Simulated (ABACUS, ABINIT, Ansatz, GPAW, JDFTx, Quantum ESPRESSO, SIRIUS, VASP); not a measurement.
## Cu: programs and potentials compared

```
Cu
1.0
     0.00000    1.80750    1.80750
     1.80750    0.00000    1.80750
     1.80750    1.80750    0.00000
Cu
1
Direct
  0.00000 0.00000 0.00000
```

Alike in all runs: task single point; functional PBEsol; k mesh 13 × 13 × 13; occupations fermi-dirac, width 0.05 eV; no spin polarisation; no spin-orbit coupling. Pressure is positive in compression and, in plane waves, holds the error of the finite cutoff.

```csv
program and potentials,plane-wave cutoff (eV),notes,pressure (GPa)
"JDFTx, PseudoDojo-SR-PBEsol-0.4.1-standard with smoothed tails",1252,19 valence electrons an atom on average,-6.94
"ABACUS, PseudoDojo NC SR 0.4.1 PBEsol standard, plane waves",1252,19 valence electrons an atom on average,-6.92
"ABINIT, PseudoDojo NC SR PBEsol v0.4.1 standard",1252,19 valence electrons an atom on average,-6.96
"Quantum ESPRESSO, GBRV 1.5 PBEsol",762,19 valence electrons an atom on average,-6.58
"Ansatz, all-electron LAPW, scalar-relativistic",-,-,-6.59
"SIRIUS, PseudoDojo 0.4.1 PBEsol standard (scalar relativistic)",1254,19 valence electrons an atom on average,?
"GPAW, PAW data sets generated for this functional",600,11 valence electrons an atom on average; this data set often lies off other programs,-4.74
"VASP, PBE PAW files Cu, 520 eV",520,potentials made for PBE; 11 valence electrons an atom on average,-5.91
```

Task: Estimate from the other rows what the run with SIRIUS, PseudoDojo 0.4.1 PBEsol standard (scalar relativistic) gave.

Result: Pressure -6.91 GPa. The other rows, which needn't bracket it: pressure -6.96 to -4.74.
